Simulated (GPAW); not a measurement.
# Au (Im-3m) in GPAW: convergence with smearing function

Aim: find how far smearing function must go before the results for Au settle, at PBEsol. This setting moves, with any that are tied to it; all else stays.

Everything below comes from runs of GPAW 26.7.0. Logs are shortened: lines on timing, memory, paths and dates and some standing lists are left out, and cuts for length are marked. The log counts tension as positive stress, the text compression.

**1. Starting point**

It takes space group Im-3m (No. 229, cubic). The conventional cell has a = 3.315 Å, b = 3.315 Å, c = 3.315 Å, α = 90.00°, β = 90.00°, γ = 90.00°. Around Au (site symmetry m-3m) lie 8 Au at 2.87 Å.

This isn't the form of Au at room conditions, which is fcc.

**2. With smearing function fermi-dirac**

Contents of run.py:

```python
from ase.dft.bandgap import bandgap
from ase.io import read, write
from ase.units import GPa
from gpaw import GPAW, PW, setup_paths

setup_paths.insert(0, '.')

atoms = read('POSCAR')

calc = GPAW(mode=PW(600),
            xc='PBEsol',
            kpts={'size': (11, 11, 11), 'gamma': True},
            occupations={'name': 'fermi-dirac', 'width': 0.1},
            nbands=14,
            convergence={'density': 1e-05, 'energy': 1e-05},
            maxiter=100,
            txt='gpaw.txt')
atoms.calc = calc
energy = atoms.get_potential_energy()
forces = atoms.get_forces()
stress = atoms.get_stress()
calc.write('gs.gpw')
write('result.traj', atoms)
print(f'Energy: {energy:.6f} eV')
print('Forces (eV/A):')
print(forces.round(4))
print('Stress (GPa):', (stress / GPa).round(3))
print('Fermi level:', round(calc.get_fermi_level(), 4), 'eV')
print(f'Gap: {bandgap(calc)[0]:.4f} eV, direct: {bandgap(calc, direct=True)[0]:.4f} eV')
```

Contents of POSCAR:

```
Au
1.0
   -1.6572690000      1.6572690000      1.6572690000
    1.6572690000     -1.6572690000      1.6572690000
    1.6572690000      1.6572690000     -1.6572690000
Au
1
Direct
    0.0000000000      0.0000000000      0.0000000000
```

Potentials or basis: PAW data sets generated in the run's folder for this functional, pw.

Started as:

```console
$ gpaw-setup -f PBEsol Au
$ OMP_NUM_THREADS=1 python run.py
```

gpaw.txt:

```text
__  _  _
 | _ |_)|_||  |
 |__||  | ||/\| - 26.7.0

Input parameters:
  mode=PW(ecut=600.0),
  convergence={'density': 1e-05, 'energy': 1e-05},
  kpts=MonkhorstPack(size=(11, 11, 11), gamma=True),
  maxiter=100,
  nbands=14,
  occupations=Occupations(name='fermi-dirac', width=0.1),
  xc=XC(name='PBEsol')

Diagonalizing LCAO Hamiltonian
Converting LCAO to pw mode

       Au

Atoms  # Å, Bohr magnetons
|   | symbol |        x |        y |        z |    initial magnetic moments |
|---|--------|----------|----------|----------|-----------------------------|
| 0 |     Au | 0.000000 | 0.000000 | 0.000000 | ( 0.0000,  0.0000,  0.0000) |

Unit cell  # Å
| periodic |         x |         y |         z |  lengths |     angles |
|----------|-----------|-----------|-----------|----------|------------|
|      yes | -1.657269 |  1.657269 |  1.657269 | 2.870474 | 109.471221 |
|      yes |  1.657269 | -1.657269 |  1.657269 | 2.870474 | 109.471221 |
|      yes |  1.657269 |  1.657269 | -1.657269 | 2.870474 | 109.471221 |

Number of symmetries: 48
Symmetry operations  # r_c * U_cc + t_c -> r_c
|    | kind |            matrix            |
|----|------|------------------------------|
|  0 |  σ   |  1, 1, 1,  0, 0,-1,  0,-1, 0 |
|  1 |  C4  |  1, 1, 1,  0, 0,-1, -1, 0, 0 |
|  2 |  C2  |  1, 1, 1,  0,-1, 0,  0, 0,-1 |
|  3 |  S6  |  1, 1, 1,  0,-1, 0, -1, 0, 0 |
|  4 |  S6  |  1, 1, 1, -1, 0, 0,  0, 0,-1 |
|  5 |  C4  |  1, 1, 1, -1, 0, 0,  0,-1, 0 |
|  6 |  E   |  1, 0, 0,  0, 1, 0,  0, 0, 1 |
|  7 |  σ   |  1, 0, 0,  0, 1, 0, -1,-1,-1 |
|  8 |  σ   |  1, 0, 0,  0, 0, 1,  0, 1, 0 |
|  9 |  C3  |  1, 0, 0,  0, 0, 1, -1,-1,-1 |
| 10 |  C3  |  1, 0, 0, -1,-1,-1,  0, 1, 0 |
| 11 |  σ   |  1, 0, 0, -1,-1,-1,  0, 0, 1 |
| 12 |  σ   |  0, 1, 0,  1, 0, 0,  0, 0, 1 |
| 13 |  C2  |  0, 1, 0,  1, 0, 0, -1,-1,-1 |
| 14 |  C3  |  0, 1, 0,  0, 0, 1,  1, 0, 0 |
| 15 |  S4  |  0, 1, 0,  0, 0, 1, -1,-1,-1 |
| 16 |  S4  |  0, 1, 0, -1,-1,-1,  1, 0, 0 |
| 17 |  C3  |  0, 1, 0, -1,-1,-1,  0, 0, 1 |
| 18 |  C3  |  0, 0, 1,  1, 0, 0,  0, 1, 0 |
| 19 |  S4  |  0, 0, 1,  1, 0, 0, -1,-1,-1 |
| 20 |  σ   |  0, 0, 1,  0, 1, 0,  1, 0, 0 |
| 21 |  C3  |  0, 0, 1,  0, 1, 0, -1,-1,-1 |
| 22 |  C2  |  0, 0, 1, -1,-1,-1,  1, 0, 0 |
| 23 |  S4  |  0, 0, 1, -1,-1,-1,  0, 1, 0 |
| 24 |  C4  |  0, 0,-1,  1, 1, 1,  0,-1, 0 |
| 25 |  σ   |  0, 0,-1,  1, 1, 1, -1, 0, 0 |
| 26 |  S6  |  0, 0,-1,  0,-1, 0,  1, 1, 1 |
| 27 |  C2  |  0, 0,-1,  0,-1, 0, -1, 0, 0 |
| 28 |  C4  |  0, 0,-1, -1, 0, 0,  1, 1, 1 |
| 29 |  S6  |  0, 0,-1, -1, 0, 0,  0,-1, 0 |
| 30 |  S6  |  0,-1, 0,  1, 1, 1,  0, 0,-1 |
| 31 |  C4  |  0,-1, 0,  1, 1, 1, -1, 0, 0 |
| 32 |  C4  |  0,-1, 0,  0, 0,-1,  1, 1, 1 |
| 33 |  S6  |  0,-1, 0,  0, 0,-1, -1, 0, 0 |
| 34 |  σ   |  0,-1, 0, -1, 0, 0,  1, 1, 1 |
| 35 |  C2  |  0,-1, 0, -1, 0, 0,  0, 0,-1 |
| 36 |  C2  | -1, 0, 0,  1, 1, 1,  0, 0,-1 |
| 37 |  S6  | -1, 0, 0,  1, 1, 1,  0,-1, 0 |
| 38 |  S6  | -1, 0, 0,  0, 0,-1,  1, 1, 1 |
| 39 |  C2  | -1, 0, 0,  0, 0,-1,  0,-1, 0 |
| 40 |  C2  | -1, 0, 0,  0,-1, 0,  1, 1, 1 |
| 41 |  i   | -1, 0, 0,  0,-1, 0,  0, 0,-1 |
| 42 |  S4  | -1,-1,-1,  1, 0, 0,  0, 1, 0 |
| 43 |  C3  | -1,-1,-1,  1, 0, 0,  0, 0, 1 |
| 44 |  C3  | -1,-1,-1,  0, 1, 0,  1, 0, 0 |
| 45 |  σ   | -1,-1,-1,  0, 1, 0,  0, 0, 1 |
| 46 |  S4  | -1,-1,-1,  0, 0, 1,  1, 0, 0 |
| 47 |  C2  | -1,-1,-1,  0, 0, 1,  0, 1, 0 |

BZ-sampling:
  Number of BZ points: 1331
  Number of IBZ points: 56

  Monkhorst-Pack size: [11, 11, 11]
  Monkhorst-Pack shift: [0, 0, 0]

K-points  # in reciprocal-cell coordinates
|     |                                coordinates |     weight |
|-----|--------------------------------------------|------------|
|   0 | (  0.00000000,   0.00000000,   0.00000000) | 0.00075131 |
|   1 | (  0.09090909,   0.00000000,   0.00000000) | 0.00901578 |
|   2 | (  0.09090909,   0.09090909,  -0.09090909) | 0.00450789 |
|   3 | (  0.18181818,   0.00000000,  -0.09090909) | 0.01803156 |
|   4 | (  0.18181818,   0.00000000,   0.00000000) | 0.00901578 |
|   5 | (  0.18181818,   0.09090909,  -0.09090909) | 0.01803156 |
|   6 | (  0.18181818,   0.18181818,  -0.18181818) | 0.00450789 |
|   7 | (  0.27272727,  -0.09090909,  -0.09090909) | 0.00601052 |
|   8 | (  0.27272727,   0.00000000,  -0.09090909) | 0.03606311 |
|   9 | (  0.27272727,   0.00000000,   0.00000000) | 0.00901578 |
| ... |                                            |            |
|  55 | (  0.45454545,   0.45454545,   0.45454545) | 0.00601052 |

Plane wave coefficients: 621
Cutoff: 600.0 eV

Spin-components: 1 (collinear spins)
Bands:           14
Projectors:      6
Spin-degeneracy: 2
Datatype:        complex128

Parallelization:
  kpt:    1
  domain: 1
  band:   1

Density:
  Valence electrons: 11.0
  Components: 1
  Grid points: [18 18 18]
  Charge: 0.0  # |e|

Potential:
  Grid points: [18 18 18]

species:
  Au:
    name:    Gold
    Z:       79.0
    valence: 11
    core:    68
    charge:  0.0  # [|e|]
    compensation charges:
      type: gauss
      rc: 0.42  # [Å]
      lmax: 2
    cutoffs:
      filter: 2.33  # [Å]
      core: 2.81  # [Å]
    projectors
    | kind |    occ | energy [eV] | rcut [Å] |
    |------|--------|-------------|----------|
    |   6s |  1.000 |      -5.766 |    1.323 |
    |   6p |  0.000 |      -0.708 |    1.323 |
    |   5d | 10.000 |      -6.915 |    1.323 |
    |    s |        |      21.446 |    1.323 |
    |    p |        |      26.504 |    1.323 |
    |    d |        |      20.296 |    1.323 |

    Using partial waves for Au as LCAO basis

Reference energy: -516455.655722  # eV

eigensolver:
  PPCG
  Converge bands: occupied
  niter=2

density mixing:
  MSR1-Mixer
  Pratt-step length: 0.05
  Maximum mixing coefficient: 0.75
  Old densities: 10
  SVD Regularization: 0.005
  Good broyden scale: 1.0
  Trust region scale: 1.0
  Backstep threshold: 4.0
  History deletion threshold: 6.0
  Fourier metric: weight=20.0, sigma=0.015

occupation numbers:
  Fermi-Dirac:
    width: 0.1000  # eV

poisson solver:
  ecut: 4800.0  # eV

xc functional:
  name: PBEsol with 2 nearest neighbor stencil

convergence criteria:
[... 6 lines left out ...]
|iter     | |      energy | eigst |  dens |
|---------|-|-------------|-------|-------|
|iter:   1| |   -4.121409 | -0.46 |       |
|iter:   2| |   -4.048248 | -2.89 | -1.06 |
|iter:   3| |   -3.788896 | -2.14 | -1.11 |
|iter:   4| |   -3.786533 | -4.46 | -2.05 |
|iter:   5| |   -3.785784 | -4.42 | -2.34 |
|iter:   6| |   -3.785784 | -7.48c| -3.87 |
|iter:   7| |   -3.785783c| -7.53c| -4.20 |
|iter:   8| |   -3.785783c| -8.94c| -5.24c|

Converged in 8 steps
Energy contributions relative to reference atoms: (reference = -516455.655722)

Energy contributions:
  Kinetic:         -14.041879
  Coulomb:          11.831824
  Zero:              0.142091
  External:          0.000000
  Xc:               -1.710990
  Entropy:          -0.013657
  Spinorbit:         0.000000
  ----------------------------
  Free energy:      -3.792612
  Extrapolated:     -3.785783

dipole moment: (-5.669990, -5.669990, -5.669990)  # |e|*Ang

Fermi level: 8.542
Eigenvalues  # (at kpt = [0.000, 0.000, 0.000])
| band index |      eig [eV] | occ [0-2] |
|------------|---------------|-----------|
|          0 |        -0.535 |     2.000 |
|          1 |         4.177 |     2.000 |
|          2 |         4.177 |     2.000 |
|          3 |         4.177 |     2.000 |
|          4 |         5.918 |     2.000 |
|          5 |         5.918 |     2.000 |
|          6 |        26.337 |     0.000 |
|          7 |        26.337 |     0.000 |
|          8 |        26.337 |     0.000 |
|          9 |        32.060 |     0.000 |
|         10 |        32.060 |     0.000 |
|         11 |        32.060 |     0.000 |
|         12 |        32.987 |     0.000 |
|         13 |        32.987 |     0.000 |

No gap
No difference between direct/indirect transitions

Forces  # eV/Ang
|       x |       y |       z |
|---------|---------|---------|
| 0.00000 | 0.00000 | 0.00000 |  # Au   0

Stress tensor  # eV/Ang^3
|        x |         y |         z |
|----------|-----------|-----------|
| 0.042363 |  0.000000 |  0.000000 |
| 0.000000 |  0.042363 | -0.000000 |
| 0.000000 | -0.000000 |  0.042363 |

# Writing to gs.gpw (mode='')
```

It took 15 s on 1 thread of Arm Neoverse V1, shared host; peak memory 0.13 GiB.

Results:

```yaml
Free_energy: -3.7926 eV
Pressure: -6.8 GPa
Band_gap_on_the_k_mesh: none (metal or under the smearing width)
```

**3. With smearing function gaussian**

Edit run.py of step 2 so:

```diff
@@ -12,3 +12,3 @@
             kpts={'size': (11, 11, 11), 'gamma': True},
-            occupations={'name': 'fermi-dirac', 'width': 0.1},
+            occupations={'name': 'methfessel-paxton', 'order': 0, 'width': 0.1},
             nbands=14,
```

POSCAR is that of step 2.

Potentials or basis: PAW data sets generated in the run's folder for this functional, pw.

Started as:

```console
$ gpaw-setup -f PBEsol Au
$ OMP_NUM_THREADS=1 python run.py
```

Run time: 15 s. Hardware: 1 thread of Arm Neoverse V1, shared host; peak memory 0.13 GiB.

It converged, with:

| Property | Result |
| --- | --- |
| Free energy | -3.7851 eV |
| Pressure | -6.8 GPa |
| Band gap on the k mesh | none (metal or under the smearing width) |

**4. With smearing function marzari-vanderbilt**

Edit run.py of step 3 so:

```diff
@@ -12,3 +12,3 @@
             kpts={'size': (11, 11, 11), 'gamma': True},
-            occupations={'name': 'methfessel-paxton', 'order': 0, 'width': 0.1},
+            occupations={'name': 'marzari-vanderbilt', 'width': 0.1},
             nbands=14,
```

POSCAR is that of step 3.

Started as:

```console
$ gpaw-setup -f PBEsol Au
$ OMP_NUM_THREADS=1 python run.py
```

Wall time 15 s (1 thread of Arm Neoverse V1, shared host); peak memory 0.13 GiB.

Results (log left out):

```
Free energy            : -3.7833 eV
Pressure               : -6.7 GPa
Band gap on the k mesh : none (metal or under the smearing width)
```

**5. With smearing function methfessel-paxton**

Edit run.py of step 4 so:

```diff
@@ -12,3 +12,3 @@
             kpts={'size': (11, 11, 11), 'gamma': True},
-            occupations={'name': 'marzari-vanderbilt', 'width': 0.1},
+            occupations={'name': 'methfessel-paxton', 'width': 0.1, 'order': 1},
             nbands=14,
```

POSCAR is that of step 4.

Started as:

```console
$ gpaw-setup -f PBEsol Au
$ OMP_NUM_THREADS=1 python run.py
```

Run time: 16 s. Hardware: 1 thread of Arm Neoverse V1, shared host; peak memory 0.13 GiB.

It converged, with:

```yaml
Free_energy: -3.7827 eV
Pressure: -6.7 GPa
Band_gap_on_the_k_mesh: none (metal or under the smearing width)
```

**6. With smearing function tetrahedron-method**

Edit run.py of step 5 so:

```diff
@@ -12,3 +12,3 @@
             kpts={'size': (11, 11, 11), 'gamma': True},
-            occupations={'name': 'methfessel-paxton', 'width': 0.1, 'order': 1},
+            occupations={'name': 'tetrahedron-method'},
             nbands=14,
```

POSCAR is that of step 5.

Potentials or basis: PAW data sets generated in the run's folder for this functional, pw.

Started as:

```console
$ gpaw-setup -f PBEsol Au
$ OMP_NUM_THREADS=1 python run.py
```

Wall time 16 s (1 thread of Arm Neoverse V1, shared host); peak memory 0.13 GiB.

The run converged. Its results:

- Free energy: -3.7133 eV
- Pressure: -6.7 GPa
- Band gap on the k mesh: none (metal or under the smearing width)

**7. With smearing function improved-tetrahedron-method**

Edit run.py of step 6 so:

```diff
@@ -12,3 +12,3 @@
             kpts={'size': (11, 11, 11), 'gamma': True},
-            occupations={'name': 'tetrahedron-method'},
+            occupations={'name': 'improved-tetrahedron-method'},
             nbands=14,
```

POSCAR is that of step 6.

Started as:

```console
$ gpaw-setup -f PBEsol Au
$ OMP_NUM_THREADS=1 python run.py
```

Run time: 16 s. Hardware: 1 thread of Arm Neoverse V1, shared host; peak memory 0.13 GiB.

It converged, with:

| Property | Result |
| --- | --- |
| Free energy | -3.7929 eV |
| Pressure | -7.2 GPa |
| Band gap on the k mesh | none (metal or under the smearing width) |

**8. Result**

```csv
smearing function,"energy less the tightest run, at zero smearing (meV/atom)",pressure (GPa),SCF cycles,CPU time (s),peak memory (GiB)
fermi-dirac,7.13,-6.79,8,15,0.13
gaussian,10.20,-6.75,8,15,0.13
marzari-vanderbilt,9.65,-6.74,8,15,0.13
methfessel-paxton,10.96,-6.74,8,16,0.13
tetrahedron-method,79.66,-6.65,8,16,0.13
improved-tetrahedron-method,0.00,-7.17,8,16,0.13
```

Not settled before the last step: the energy (to 1 meV/atom), the pressure (to 0.1 GPa). Narrower smearing needs a denser k mesh, so at a fixed mesh the narrowest width isn't the most accurate. The tightest run that finished is the yardstick and may itself not be fully converged.

Caveats: with this Au data set, volumes or pressures lay over 1.5 % or 2 GPa off other programs in two to four cells of ten.
